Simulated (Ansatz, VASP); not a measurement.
**One calculation of W, two programs**

The input INCAR:

```
  ALGO = Normal
  EDIFF = 1E-6
  ENCUT = 520
  GGA = CA
  ISIF = 2
  ISMEAR = -1
  LASPH = T
  LCHARG = T
  LELF = T
  LREAL = F
  LVHAR = T
  LWAVE = F
  NBANDS = 13
  NELM = 100
  PREC = Accurate
  SIGMA = 0.05
```

File KPOINTS:

```
k-points
0
Gamma
  14 14 14
```

The input POSCAR:

```
W
1.0
    0.0000000000      2.0300000000      2.0097000000
    2.0300000000      0.0000000000      2.0097000000
    2.0300000000      2.0300000000      0.0000000000
W
1
Direct
    0.0000000000      0.0000000000      0.0000000000
```

Input for Ansatz:

```yaml
crystal:
  lattice:
    - [0.0, 2.03, 2.0097]
    - [2.03, 0.0, 2.0097]
    - [2.03, 2.03, 0.0]
  atoms:
    - { symbol: W, position: [0.0, 0.0, 0.0] }
kpoints:
  mp_grid: { grid: [14, 14, 14] }
  band_path:
    path:
      - [0.0, 0.0, 0.0]
      - [0.0, 0.5, 0.5]
      - [0.25, 0.75, 0.5]
      - [0.0, 0.5, 0.0]
      - [0.0, 0.0, 0.0]
      - [0.5, 0.5, 0.0]
      - [0.3775380063, 0.6224619937, 0.0]
      - [-0.3775380063, 0.3775380063, 0.0]
      - [0.0, 0.0, 0.0]
    npoints: 5
scf:
  occupations: { method: fermi_dirac, width: 0.05 }
hamiltonian:
  xc: lda
  pseudopotentials: { kind: all_electron, lapw: { basis_error: 0.00025 } }
output:
  forces: true
  stress: true
  eigenvalues: true
```

Change from the starting cell: zz strain of -1 %.

Alike in both runs: task single point; functional LDA; k mesh 14 × 14 × 14; occupations fermi-dirac, width 0.05 eV; no spin polarisation.

```csv
,VASP,Ansatz
version,VASP 6.6.1,Ansatz 0.2.0
potentials or method,"VASP PAW LDA potentials, release 64 (W_sv)","all-electron LAPW, scalar-relativistic"
plane-wave cutoff (eV),520,see its input
```

|  | VASP | Ansatz | Ansatz less VASP |
| --- | --- | --- | --- |
| pressure (GPa) | -13.8 | -15.2 | -1.40 |
| largest component of the traceless stress (GPa) | 2.16 | 2.14 | -0.018 |

Ansatz ran all-electron here, so the differences hold the error of VASP's frozen core and of both bases.

Spin-orbit coupling is left out, which matters for the levels of W.
